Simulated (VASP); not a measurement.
Here is a VASP 6.6.1 calculation.

The input INCAR:

```
SYSTEM = AlN
PREC = Accurate
ENCUT = 520
EDIFF = 1E-6
ISMEAR = 0
SIGMA = 0.05
LREAL = .FALSE.
LASPH = .TRUE.
NELM = 100
ALGO = Normal
ISIF = 2
LWAVE = .FALSE.
LCHARG = .FALSE.
GGA = PE
NBANDS = 16
```

Contents of KPOINTS:

```
Automatic mesh
0
G
  11 11 6
  0 0 0
```

POSCAR

```
AlN
1.0
    3.1130000000      0.0000000000      0.0000000000
   -1.5565000000      2.6959370820      0.0000000000
    0.0000000000      0.0000000000      4.9810000000
Al N
2 2
Direct
    0.6666666667      0.3333333333      0.5000000000
    0.3333333333      0.6666666667      0.0000000000
    0.6666666667      0.3333333333      0.8800000000
    0.3333333333      0.6666666667      0.3800000000
```

Potentials or basis: VASP PAW PBE potentials, release 64 (Al, N).

Launch:

```console
$ cat potpaw_PBE.64/Al/POTCAR potpaw_PBE.64/N/POTCAR > POTCAR
$ mpirun -np 1 vasp_std > vasp.out
```

(1) Predict the largest force.

(2) What does it give for the pressure?

(3) Predict the band gap on the k mesh.

## Answers

(1) 0.129 eV/Å.

(2) 3.5 GPa.

(3) 4.22 eV, direct.

Caveat: an odd mesh through Γ misses points on the zone boundary, where band edges often lie.

The gap isn't set beside the measured one, since this odd mesh misses points on the zone boundary.
